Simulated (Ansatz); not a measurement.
## ZnS: deformation potentials from a series

```xyz
2
Lattice="0.0000 2.7046 2.7046 2.7046 0.0000 2.7046 2.7046 2.7046 0.0000" Properties=species:S:1:pos:R:3 pbc="T T T"
Zn    0.0000    0.0000    0.0000
S     4.0570    4.0570    4.0570
```

Atom numbers follow the list: Zn1, S2.

The cell is COD entry 9000107, as deposited and not checked against the literature; nothing was relaxed.

Theory: DFT, PBEsol, all-electron LAPW, scalar-relativistic (Ansatz 0.2.0).

Numerical set-up: a Γ-centred 8×8×8 k mesh, Fermi–Dirac smearing of 0.01 eV, basis error target 0.25 meV/atom, no spin polarisation.

The strain is applied along the Cartesian axes of the cell as listed (the other components stay zero). Fractional coordinates are held (clamped ions).

Only quantities that a quadratic follows smoothly over the whole series are listed; rougher ones are left out.

```
    εzz  direct gap at Γ, from the mean of the top three filled levels (eV)  singlet less doublet of the top filled triplet at Γ (eV)
-0.0300                                                               2.091                                                     0.104
-0.0100                                                               2.006                                                     0.035
 0.0000                                                               1.963                                                     0.000
 0.0100                                                               1.921                                                    -0.036
 0.0200                                                               1.879                                                    -0.072
 0.0300                                                               1.836                                                    -0.109
```

Q: Fit the series and give the slopes at zero strain.

A: Least-squares fits y = p0 + p1 x + p2 x² to the rows give direct gap at Γ, from the mean of the top three filled levels (eV): p1 = -4.25, p2 = 0.24; singlet less doublet of the top filled triplet at Γ (eV): p1 = -3.55, p2 = -2.6. Without spin–orbit coupling the singlet lies 3b(εzz − εxx) above the doublet in the usual convention, so the shear deformation potential is b = -1.18 eV.

Q: One run, at εzz = -0.0200, is withheld. Predict its row.

A: The fits give 2.048, 0.070; the run gave 2.048, 0.070.
